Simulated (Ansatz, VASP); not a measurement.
**One calculation of Rb, two programs**

```
Rb
1.0
     3.40308    0.00000    0.00000
     0.00000    3.40308    0.00000
     0.00000    0.00000    3.40308
Rb
1
Direct
  0.00000 0.00000 0.00000
```

Change from the starting cell: volume scaled by 0.4, PAW files, partial_waves polarizable.

Alike in both runs: task single point; functional PBE; k mesh 9 × 9 × 9; occupations fermi-dirac, width 0.08 eV; no spin polarisation.

|  | VASP | Ansatz |
| --- | --- | --- |
| version | VASP 6.6.1 | Ansatz 0.2.0 |
| potentials or method | VASP PAW PBE potentials, release 64 (Rb_sv) | PAW with Ansatz's default frozen-core files, scalar-relativistic |
| plane-wave cutoff (eV) | 520 | 420 |
| valence electrons in the cell | 9 | 9 |

|  | VASP | Ansatz | Ansatz less VASP |
| --- | --- | --- | --- |
| pressure (GPa) | 8.5 | 8.5 | -0.04 |

The functional is the same, so the differences come from potentials, cutoffs and numerics.
